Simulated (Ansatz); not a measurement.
## LiH: changes ranked by their effect on the pressure

```xyz
2
Lattice="0.0000 2.0325 2.0325 2.0325 0.0000 2.0325 2.0325 2.0325 0.0000" Properties=species:S:1:pos:R:3 pbc="T T T"
Li    0.0000    0.0000    0.0000
H     2.0325    2.0325    2.0325
```

Atoms are numbered in the order listed.

The cell is COD entry 1010896, as deposited and not checked against the literature; nothing was relaxed. It differs from other determinations.

Method: DFT, PBE, all-electron LAPW, scalar-relativistic (Ansatz 0.2.0).

Sampling and basis: a Γ-centred 11×11×11 k mesh, Fermi–Dirac smearing of 0.03 eV, basis error target 1 meV/atom, no spin polarisation.

In this reference run the pressure is -1.5 GPa (positive in compression). Each change below is made alone, on the same k mesh, with fractional coordinates held unless an atom is moved; x, y and z are the Cartesian axes.

One change shifts the pressure by -0.6 GPa. Which?
A. no relativity
B. functional lda
C. volume scaled by 0.98
D. x and y strained by +1 %, z held

D. The others give: no relativity, 0.0 GPa; functional lda, -2.4 GPa; volume scaled by 0.98, +0.7 GPa.
